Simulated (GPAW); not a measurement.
Set up this calculation in GPAW 26.7.0, as an ASE script.

- Task: equation of state
- Functional: r2SCAN
- Potentials or basis: GPAW PAW data sets (gpaw-data 1.2.1)
- Cutoff: 600 eV
- Basis: pw
- k mesh: 8 × 8 × 6
- Occupations: fermi-dirac, width 0.05 eV
- Spin: no spin polarisation
- Maxiter: 150
- Eos scales: [0.94, 0.96, 0.98, 1.0, 1.02, 1.04, 1.06]

Crystal: TiSi.

```
CELL_PARAMETERS angstrom
1.81618 -2.11762 0.00000
1.81618 2.11762 0.00000
0.00000 0.00000 3.80393
ATOMIC_POSITIONS crystal
Ti 0.50000 0.50000 0.00000
Si 0.00000 0.00000 0.50000
```

The cell comes from a database or a generator and needn't be the stable form of this composition.

One way to write it, as run:

run.py

```python
from ase import Atoms
from ase.eos import EquationOfState
from ase.io import Trajectory
from ase.units import GPa
from gpaw import GPAW, PW

atoms = Atoms(['Ti', 'Si'],
              cell=[[1.816178, -2.117624, 0.0],
                    [1.816178, 2.117624, 0.0],
                    [0.0, 0.0, 3.803934]],
              scaled_positions=[[0.5, 0.5, 0.0],
                                [0.0, 0.0, 0.5]],
              pbc=True)

traj = Trajectory('eos.traj', 'w')
volumes, energies = [], []
for x in [0.94, 0.96, 0.98, 1.0, 1.02, 1.04, 1.06]:
    a = atoms.copy()
    a.set_cell(atoms.cell * x**(1 / 3), scale_atoms=True)
    calc = GPAW(mode=PW(600),
                xc='MGGA_X_R2SCAN+MGGA_C_R2SCAN',
                kpts={'size': (8, 8, 6), 'gamma': True},
                occupations={'name': 'fermi-dirac', 'width': 0.05},
                nbands=18,
                convergence={'density': 1e-05, 'energy': 1e-05},
                maxiter=150,
                txt=f'eos-{x:.2f}.txt')
    a.calc = calc
    energies.append(a.get_potential_energy(force_consistent=True))
    volumes.append(a.get_volume())
    p = -a.get_stress()[:3].mean() / GPa
    calc.write(f'eos-{x:.2f}.gpw')
    traj.write(a)
    print(f'{x:.2f} {volumes[-1]:10.4f} A^3 {energies[-1]:14.6f} eV {p:9.3f} GPa', flush=True)

v0, e0, B = EquationOfState(volumes, energies, eos='birchmurnaghan').fit()
print(f'V0 = {v0:.4f} A^3, E0 = {e0:.6f} eV, B0 = {B / GPa:.2f} GPa')
```

Potentials or basis: GPAW PAW data sets (gpaw-data 1.2.1), pw.

Launch:

```sh
$ OMP_NUM_THREADS=1 python run.py
```

Results of the run:

The equilibrium volume is 14.53 Å³/atom (rough: see the caveat) and the bulk modulus at fixed shape and positions is 142 GPa (rough).

Caveat: the points scatter about the fit; the cell was scaled at fixed shape and fractional positions, which overstates the stiffness of a crystal with free parameters, most of all of layers and chains; the PAW data sets were made with another functional, which shifts forces and pressure a little.

It took 7.4 min on 1 thread of Arm Neoverse V2, on a shared host, peak memory 0.73 GiB.
